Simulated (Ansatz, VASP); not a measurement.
# BAs in two plane-wave programs, part 2 of 2

Aim: how closely do two programs agree when they are given the same cell, functional and k mesh? The cell is taken from a series of VASP runs on this material, whose earlier steps may have relaxed, scaled or displaced it; both programs get it as it stands.

VASP 6.6.1 and Ansatz 0.2.0.

So far. Step 2 (VASP: band structure, HSE06, spin-orbit coupling): The k-mesh is coarse for exact exchange; levels may shift by about 0.1 eV on a finer one.

## (3) Ansatz: band structure, HSE06, spin-orbit coupling

Level of this step: Ansatz beside VASP: Kohn-Sham DFT, plane waves, HSE06, spin-orbit coupling (Ansatz).

Ansatz runs on its fully relativistic PAW (standard-fr) files.

The same cell, functional, mesh and smearing now go to Ansatz, which takes its cutoff from its data sets.

input.yaml reads:

```yaml
crystal:
  lattice:
    - [0.0, 2.3885, 2.3885]
    - [2.3885, 0.0, 2.3885]
    - [2.3885, 2.3885, 0.0]
  atoms:
    - { symbol: As, position: [0.75, 0.75, 0.75] }
    - { symbol: B, position: [0.0, 0.0, 0.0] }
hamiltonian:
  xc: { exchange: pbe, correlation: pbe, exx: { coeff: 0.25, omega: 0.2 } }
  pseudopotentials: { kind: paw_fr }
magnetization:
  noncollinear: true
  spin_orbit: true
kpoints:
  mp_grid: { grid: [5, 5, 5] }
  band_path:
    path:
      - [0.0, 0.0, 0.0]
      - [0.38889, 0.0, 0.38889]
      - [0.5, 0.0, 0.5]
      - [0.5, 0.22222, 0.72222]
      - [0.40278, 0.34722, 0.75]
      - [0.125, 0.125, 0.25]
      - [0.27778, 0.27778, 0.27778]
      - [0.55556, 0.38889, 0.55556]
      - [0.58333, 0.25, 0.66667]
      - [0.5, 0.30556, 0.69444]
      - [0.48611, 0.48611, 0.52778]
      - [0.625, 0.25, 0.625]
      - [0.5, 0.0, 0.5]
    npoints: 1
scf:
  occupations: { method: gaussian, width: 0.03 }
  n_extra_bands: 14
output:
  forces: true
  stress: true
  eigenvalues: true
```

Command:

```bash
$ ansatz run input.yaml --threads 4 --pin off --max-ram 9216MiB --backend cpu --events-out ev --progress --plain --runs-dir out
```

Numbers of over 12 decimals in the logs are rounded to 6 here.

Log:

```text
Warning: output.stress: scf.convergence.dr2_threshold = 1e-7 eV (the SCF's general default) is looser than the 2e-10 eV advised for a printed stress (1e-10 eV for each atom of the cell: 2). What an SCF threshold leaves in a stress goes as its square root, and in the free energy as the threshold itself, and one threshold admits the most on a small cell: [figures from the program's tests cut] Set scf.convergence.dr2_threshold to 2e-10 eV or tighter. The threshold is an SCF's pass mark: one that does not reach it within its budget of iterations ends unconverged, or closes short of it on a stop that the run arms, and scf.convergence.dr2_threshold's page says what that costs each kind of run
Warning: output.stress: scf.exx.energy_threshold = 1e-6 eV is looser than the 2e-8 eV advised for a stress under a hybrid functional (1e-8 eV for each atom of the cell: 2). Every SCF of the exchange loop can meet its threshold on dr2 while the loop round them stops early: no threshold on dr2 bounds what that leaves in the stress. Set scf.exx.energy_threshold to 2e-8 eV or tighter. The threshold is the loop's pass mark: a loop that does not reach it within its budget of cycles ends unconverged, and scf.exx.energy_threshold's page has the law
scf.n_extra_bands = 14 over 18 filled bands (N_el = 18.0): the run solves 32 bands
Engine: ansatz 0.2.0, x86_64-unknown-linux-gnu
Pseudopotentials: kind: paw_fr
Pseudopotential: As, paw_fr, valence charge 15, recommended cutoff 420 eV (normal), As.paw.azcp#standard-fr
Pseudopotential: B, paw_fr, valence charge 3, recommended cutoff 420 eV (normal), B.paw.azcp#standard-fr
Functional definition: unnamed
  parameter a_1 = 0.25
  parameter omega_1 = 0.2/angstrom
  exchange = pbe_x + (-a_1)*pbe_x_sr(omega_1) + a_1*exact_x_sr(omega_1)
  correlation = pbe_c
non-collinear run that drives no moment, with spin-orbit: no starting moment large enough to seed its density (crystal.atoms[].spin), no starting occupations that ask for one, no magnetisation constraint and no magnetic field, so the semilocal B_xc is pinned to zero
Crystal: 2 atoms, lattice volume = 27.252 Å³
Basis set: ecut = 420 eV, 531 PW (Γ), exchange–correlation on 48×48×48 points (8 copies of the dense FFT grid, shifted against one another)
Bands: 32, of which v1, the nominal top of the filled ones, is band 18 counted from 1 (17 counted from 0)
Symmetry: 24 space group operations + 24 with time reversal
Magnetic group: BNS 216.75 (UNI 1577), of the structure as read, at distance tolerance 3.0e-5 Å
k-points: 10 of 125 (time reversal used)
Projection manifold: j_resolved (fully-relativistic pseudo-atomic orbitals)
Non-local potential: As, projectors of the file, l = 0: 2, l = 1: 4, l = 2: 6, l = 3: 2
Non-local potential: B, projectors of the file, l = 0: 2, l = 1: 4, l = 2: 2
PAW form: soft (Blöchl's): semilocal exchange-correlation on the pseudo side does not see the compensation charge
PAW frozen core: As, regenerated for the run's functional, and the local potential with it (the file was generated under x = pbe(κ = 0.804, μ = 0.219515), c = pbe(β = 0.066725))
PAW frozen core: B, regenerated for the run's functional, and the local potential with it (the file was generated under x = pbe(κ = 0.804, μ = 0.219515), c = pbe(β = 0.066725))
PAW one-centre angular grid: As, 590 points (default); XC on 187 of its mesh's 2695 points in the sphere
PAW one-centre angular grid: B, 110 points (default); XC on 64 Gauss nodes
Initial density: superposition of atomic densities (chi_scale 0.1, normalization cell, long waves kept (reshape's long-wave potential 0.00 eV rms))
Initial wavefunctions: pseudopotential atomic-orbital guess
Functional: x = pbe(κ = 0.804, μ = 0.219515), c = pbe(β = 0.066725), warm-up for x = pbe(κ = 0.804, μ = 0.219515) + 0.25 (exact − pbe) at short range (hse, ω = 0.2 Å⁻¹), c = pbe(β = 0.066725)
SCF iter   1: F=—  HF=-5012.816347 eV  |F-HF|=—  |Δ(HF+E_count)|=         —  Δρ=7.90e-2  dr2=2.15e0  dr2_m=0.00e0 (ungated)  ethr=1.00e-1  |M|=0.00e0 ∫|m|=0.00e0 μB  |m|>n=0.0e0 m-floor=0.0e0 τ_xc=0.0e0  β_m=0.30  ⟨swp⟩=5.6  Hψ=1189  notcnv=0
preconditioner: auto → none  [insulator: Δε(μ)=1.697 eV  Ē_g=15.722 eV  σ=0.030 eV  W_gap=1.00  n_scr=8 (ndim 8)  ℏωp=20.1 eV  f_vac=0.000  D(μ)=0.00/eV (n_scr^D=0)]
SCF iter   2: F=—  HF=-5012.256448 eV  |F-HF|=—  |Δ(HF+E_count)|=   5.60e-1  Δρ=3.74e-2  dr2=3.74e-1  dr2_m=0.00e0 (ungated)  ethr=1.20e-2  |M|=0.00e0 ∫|m|=0.00e0 μB  |m|>n=0.0e0 m-floor=0.0e0 τ_xc=0.0e0  β_m=0.39  ⟨swp⟩=2.4  Hψ=653  notcnv=0
SCF iter   3: F=—  HF=-5012.171655 eV  |F-HF|=—  |Δ(HF+E_count)|=   8.48e-2  Δρ=1.42e-2  dr2=3.78e-2  dr2_m=0.00e0 (ungated)  ethr=2.08e-3  |M|=0.00e0 ∫|m|=0.00e0 μB  |m|>n=0.0e0 m-floor=0.0e0 τ_xc=0.0e0  β_m=0.55  ⟨swp⟩=3.1  Hψ=783  notcnv=0
iter 4 solved again at ethr=2.53e-6 eV; its pass at ethr=2.10e-4 eV (dr2=4.56e-4 eV) is discarded
SCF iter   4: F=—  HF=-5012.169763 eV  |F-HF|=—  |Δ(HF+E_count)|=   1.89e-3  Δρ=1.92e-3  dr2=4.62e-4  dr2_m=0.00e0 (ungated)  ethr=2.53e-6  |M|=0.00e0 ∫|m|=0.00e0 μB  |m|>n=0.0e0 m-floor=0.0e0 τ_xc=0.0e0  β_m=0.55  ⟨swp⟩=4.0  Hψ=1510  notcnv=0
[...]
Exchange kernel: α = 0.2500, screened, ω = 0.2000 Å⁻¹, Wigner–Seitz truncation, v(0) = 1111.5688 eV·Å³, q-mesh 5×5×5, nearest image of the exchange supercell L = 16.89 Å, pair-density grid 15×15×15, without the augmentation charges, whose exchange is taken in its separable form by FFT convolution over the k-point mesh (sized by the pseudopotential files, 20×20×20 at the most), smooth part of the exact exchange by density-matrix convolution
Frozen-core exchange: fock
SCF iter   1: F=—  HF=-5012.705976 eV  |F-HF|=—  |Δ(HF+E_count)|=         —  Δρ=6.88e-3  dr2=6.77e-3  dr2_m=0.00e0 (ungated)  ethr=2.45e-6  |M|=0.00e0 ∫|m|=0.00e0 μB  |m|>n=0.0e0 m-floor=0.0e0 τ_xc=0.0e0  β_m=0.30  ⟨swp⟩=5.5  Hψ=1407  notcnv=0
preconditioner: auto → none  [insulator: Δε(μ)=1.737 eV  Ē_g=17.426 eV  σ=0.030 eV  W_gap=1.00  n_scr=8 (ndim 8)  ℏωp=20.1 eV  f_vac=0.001  D(μ)=0.00/eV (n_scr^D=0)]
SCF iter   2: F=—  HF=-5012.698905 eV  |F-HF|=—  |Δ(HF+E_count)|=   7.07e-3  Δρ=4.66e-3  dr2=2.90e-3  dr2_m=0.00e0 (ungated)  ethr=2.45e-6  |M|=0.00e0 ∫|m|=0.00e0 μB  |m|>n=0.0e0 m-floor=0.0e0 τ_xc=0.0e0  β_m=0.65  ⟨swp⟩=4.0  Hψ=924  notcnv=0
SCF iter   3: F=—  HF=-5012.698008 eV  |F-HF|=—  |Δ(HF+E_count)|=   8.97e-4  Δρ=5.63e-4  dr2=2.75e-4  dr2_m=0.00e0 (ungated)  ethr=2.45e-6  |M|=0.00e0 ∫|m|=0.00e0 μB  |m|>n=0.0e0 m-floor=0.0e0 τ_xc=0.0e0  β_m=0.60  ⟨swp⟩=3.0  Hψ=800  notcnv=0
SCF iter   4: F=—  HF=-5012.701517 eV  |F-HF|=—  |Δ(HF+E_count)|=   3.51e-3  Δρ=6.27e-4  dr2=3.73e-5  dr2_m=0.00e0 (ungated)  ethr=3.31e-7  |M|=0.00e0 ∫|m|=0.00e0 μB  |m|>n=0.0e0 m-floor=0.0e0 τ_xc=0.0e0  β_m=0.60  ⟨swp⟩=4.0  Hψ=952  notcnv=0
SCF iter   5: F=-5012.701503 eV  HF=-5012.701504 eV  |F-HF|=2.47e-7  |Δ(HF+E_count)|=   1.37e-5  Δρ=1.19e-4  dr2=3.36e-6  dr2_m=0.00e0 (ungated)  ethr=1.93e-7  |M|=0.00e0 ∫|m|=0.00e0 μB  |m|>n=0.0e0 m-floor=0.0e0 τ_xc=0.0e0  ⟨swp⟩=3.0  Hψ=602  notcnv=0
SCF 2 stopped early in 5 iterations: F = -5012.701503 eV  dr2 = 3.36e-6
hybrid outer 1: dexx = +4.048e-3 eV, tail = 5.43e-5 eV
Projection manifold: j_resolved (fully-relativistic pseudo-atomic orbitals)
Exchange kernel: α = 0.2500, screened, ω = 0.2000 Å⁻¹, Wigner–Seitz truncation, v(0) = 1111.5688 eV·Å³, q-mesh 5×5×5, nearest image of the exchange supercell L = 16.89 Å, pair-density grid 15×15×15, without the augmentation charges, whose exchange is taken in its separable form by FFT convolution over the k-point mesh (sized by the pseudopotential files, 20×20×20 at the most), smooth part of the exact exchange by density-matrix convolution
Frozen-core exchange: fock
SCF iter   1: F=—  HF=-5012.701767 eV  |F-HF|=—  |Δ(HF+E_count)|=         —  Δρ=9.98e-5  dr2=9.93e-7  dr2_m=0.00e0 (ungated)  ethr=1.51e-6  |M|=0.00e0 ∫|m|=0.00e0 μB  |m|>n=0.0e0 m-floor=0.0e0 τ_xc=0.0e0  β_m=0.30  ⟨swp⟩=3.9  Hψ=732  notcnv=0
preconditioner: auto → none  [insulator: Δε(μ)=1.784 eV  Ē_g=17.434 eV  σ=0.030 eV  W_gap=1.00  n_scr=8 (ndim 8)  ℏωp=20.1 eV  f_vac=0.001  D(μ)=0.00/eV (n_scr^D=0)]
SCF iter   2: F=—  HF=-5012.701766 eV  |F-HF|=—  |Δ(HF+E_count)|=   6.09e-7  Δρ=1.45e-5  dr2=6.49e-8  dr2_m=0.00e0 (ungated)  ethr=4.92e-9  |M|=0.00e0 ∫|m|=0.00e0 μB  |m|>n=0.0e0 m-floor=0.0e0 τ_xc=0.0e0  β_m=0.43  ⟨swp⟩=4.0  Hψ=780  notcnv=0
SCF iter   3: F=—  HF=-5012.701767 eV  |F-HF|=—  |Δ(HF+E_count)|=   6.37e-7  Δρ=9.39e-6  dr2=1.02e-8  dr2_m=0.00e0 (ungated)  ethr=9.61e-11  |M|=0.00e0 ∫|m|=0.00e0 μB  |m|>n=0.0e0 m-floor=0.0e0 τ_xc=0.0e0  β_m=0.43  ⟨swp⟩=4.0  Hψ=842  notcnv=0
SCF iter   4: F=-5012.701767 eV  HF=-5012.701767 eV  |F-HF|=1.89e-10  |Δ(HF+E_count)|=   5.27e-9  Δρ=3.09e-6  dr2=1.52e-9  dr2_m=0.00e0 (ungated)  ethr=5.30e-11  |M|=0.00e0 ∫|m|=0.00e0 μB  |m|>n=0.0e0 m-floor=0.0e0 τ_xc=0.0e0  ⟨swp⟩=3.0  Hψ=630  notcnv=0
SCF 3 converged in 4 iterations: F = -5012.701767 eV  dr2 = 1.52e-9
  Residual-converged pass: ⟨swp⟩=2.0  Hψ=458  notcnv=0  max |occ|·‖R‖ = 2.4e-6 eV (tolerance 2.4e-6 eV)  dr2=1.51e-9  dr2_m=0.00e0 (ungated)  dr2_onsite=1.57e-9  max |Δocc| = 0.0e0
hybrid outer 2: dexx = +7.694e-7 eV, tail = 2.20e-8 eV, Δε = 2.31e-3 eV (about 7.98e-5 eV left of the loop's levels)
NSCF: frozen V_eff on 13 k-points
hybrid SCF converged: 2 outer / 9 inner (+5 warm-up), last move |dexx| = 7.69e-7 eV, tail = 2.20e-8 eV
Magnetization: |M| = 0.0000 μB,  M = (+0.0000, +0.0000, +0.0000) μB
Absolute magnetization: 0.0000 μB (∫|m|)
  site 0: m = (+0.0000, +0.0000, +0.0000) μB, |m| = 0.0000 μB  (R = 0.85 Å)
  site 1: m = (+0.0000, +0.0000, +0.0000) μB, |m| = 0.0000 μB  (R = 0.85 Å)
Free energy (F): -5012.701767 eV
Frozen-core exchange: fock
Harris-Foulkes:  -5012.701767 eV  (|F-HF|=1.89e-10)
Internal energy: -5012.701767 eV  (E = F + TS)
E sigma→0 (E₀):  -5012.701767 eV
Fermi energy:    11.699314 eV
--- Per-component energies (eV) ---
  E_band       = -257.144196
  E_kinetic    = 151.249325
  E_local      = -1693.777492  (includes V_loc(G=0)·N_el)
  E_nonlocal   = -658.462391
  E_hartree    = 941.064286
  E_xc         = -90.196358
  E_vxc        = -94.604426  (∫ρ·V_xc dr)
  E_exx        = -66.969393  (= α·E_x^exact, valence–valence)
  E_paw        = -1869.063370  (= ΣΔE_a)
  E_vpaw       = 290.259118  (= ΣTr[D̂ρ^β])
  E_aug_tail   = 0.000007  (compensation charges beyond the density's cutoff)
  E_ewald      = -1725.774997
  E_core_change = -0.771383  (= ΣΔE_core)
  E_smearing   = -0.000000  (= −TS)
  E_closure    = 0.000000  (closes the sum)
  Σ components = -5012.701767   (vs F -5012.701767, Δ=0.00e0)
--- Forces (eV/Å), atoms counted from 1 ---
  atom   1  As    -0.00000000     0.00000000     0.00000000
  atom   2  B     -0.00000000     0.00000000    -0.00000000
  max |Σ_I F_I| component: 5.22e-16 eV/Å
--- Stress (GPa, compression-positive) ---
       -0.342558       0.000000      -0.000000
        0.000000      -0.342558       0.000000
       -0.000000       0.000000      -0.342558
  P = ⅓ Tr σ = -0.3426 GPa (-3.426 kbar)
--- Band table (eV; the first three rows and the last of 10) ---
  k-point 0: bands = [... 14 lower, 10.8074, 10.8074, 10.8074, 10.8074, 14.7346, 14.7346, 14.9518, 14.9518, ... 10 higher]
  k-point 1: bands = [... 14 lower, 9.7187, 9.7187, 9.8706, 9.8718, 14.8668, 14.8668, 16.0108, 16.0108, ... 10 higher]
  k-point 2: bands = [... 14 lower, 8.7851, 8.7851, 8.9424, 8.9430, 14.3931, 14.3931, 16.4705, 16.4705, ... 10 higher]
  k-point 9: bands = [... 14 lower, 4.7073, 4.8282, 6.1672, 6.2546, 16.0772, 16.1045, 17.0308, 17.0324, ... 10 higher]
```

The job ended after 91 s (4 threads of Intel Xeon Platinum 8175M at 2.50GHz (Skylake/Cascade Lake), shared host; peak memory 0.98 GiB).

Reading the cycles: dr2 is the Hartree energy of the density residual (eV), the measure of convergence; HF is the Harris–Foulkes estimate of the energy, which meets the free energy F at convergence.

## (4) Side by side

Known differences besides the potentials themselves: spin-orbit coupling enters by fully relativistic files in Ansatz and inside the spheres in VASP; exact exchange at q = 0 is treated differently, which shows on coarse meshes; VASP keeps PBE cores, Ansatz makes them for the functional; the data sets hold 18 valence electrons in Ansatz (fully relativistic PAW (standard-fr) files) and 8 in VASP; the cutoff is 420 eV in Ansatz and 370 eV in VASP; VASP takes a coarser grid for exact exchange (PRECFOCK = Fast). Total energies have different zeros and are not compared.

Compared:

```
                     quantity  Ansatz   VASP  difference
gap over the path points (eV)   1.787  1.796      -0.009
```

Levels at points of the path, from each program's valence-band top (eV; 6 filled, then empty):

```
k (reciprocal lattice)                                                               Ansatz                                                                 VASP
     0.000 0.000 0.000        -0.23 -0.23 0.00 0.00 0.00 0.00 3.93 3.93 4.14 4.14 4.14 4.14        -0.23 -0.23 0.00 0.00 0.00 0.00 3.93 3.93 4.14 4.14 4.14 4.14
     0.389 0.000 0.389  -7.93 -7.93 -4.31 -4.31 -4.17 -4.17 1.79 1.79 3.07 3.07 11.56 11.56  -7.92 -7.92 -4.30 -4.30 -4.16 -4.16 1.80 1.80 3.08 3.08 11.52 11.52
     0.500 0.000 0.500  -9.57 -9.57 -4.62 -4.62 -4.48 -4.48 2.02 2.02 2.10 2.10 12.88 12.88  -9.55 -9.55 -4.61 -4.61 -4.47 -4.47 2.03 2.03 2.10 2.10 12.82 12.82
     0.500 0.222 0.722    -9.13 -9.05 -6.09 -5.94 -5.70 -5.69 5.82 5.85 6.46 6.46 8.28 8.33    -9.12 -9.04 -6.08 -5.93 -5.69 -5.68 5.81 5.84 6.46 6.46 8.26 8.31
     0.403 0.347 0.750  -9.17 -9.10 -6.59 -6.48 -4.12 -4.09 3.01 3.04 6.51 6.55 10.08 10.17  -9.15 -9.09 -6.57 -6.47 -4.11 -4.08 3.02 3.04 6.51 6.55 10.05 10.14
     0.125 0.125 0.250    -3.66 -3.58 -2.53 -2.42 -0.60 -0.59 4.74 4.77 4.87 4.89 5.59 5.67    -3.65 -3.57 -2.52 -2.41 -0.59 -0.59 4.74 4.77 4.86 4.88 5.58 5.66
     0.278 0.278 0.278    -6.17 -6.17 -1.54 -1.54 -1.39 -1.39 3.83 3.83 5.59 5.59 5.71 5.71    -6.16 -6.16 -1.54 -1.54 -1.39 -1.38 3.84 3.84 5.58 5.58 5.69 5.70
     0.556 0.389 0.556    -9.45 -9.43 -4.32 -4.26 -2.74 -2.74 3.94 3.95 6.50 6.51 7.16 7.16    -9.44 -9.42 -4.31 -4.26 -2.74 -2.73 3.94 3.95 6.49 6.51 7.14 7.14
     0.583 0.250 0.667    -9.15 -9.09 -6.55 -6.44 -4.36 -4.31 3.37 3.41 6.54 6.58 9.72 9.81    -9.14 -9.08 -6.53 -6.43 -4.34 -4.30 3.38 3.41 6.54 6.57 9.69 9.78
     0.500 0.306 0.694    -8.99 -8.92 -6.34 -6.21 -4.90 -4.82 5.52 5.54 6.55 6.64 8.11 8.14    -8.98 -8.91 -6.32 -6.20 -4.88 -4.80 5.52 5.54 6.55 6.63 8.10 8.13
```

Among the levels compared at these points, filled levels agree within 17 meV and empty ones within 51 meV.

## (5) What came out

```json
{
  "difference in gap over the path points (band structure, HSE06, spin-orbit coupling)": "-0.0087 eV"
}
```

In words: The difference in gap over the path points is -0.0087 eV (band structure, HSE06, spin-orbit coupling), within the 0.08 eV picked in this series as the mark of a large difference. How closely two codes agree says nothing of how well the functional describes the real material.

[Lines on the potential files, build, host, timing and source positions are cut from VASP's logs without a mark.]

[Logs are printed without paths, hosts, clocks, repeated set-up lines and the standing remarks that a program may print on its own settings, such as how far it seeks lower states.]

[Hosts, paths, dates, database ids (printed as entryN), source tags and the programs' standing remarks are cut or masked in the printed files.]
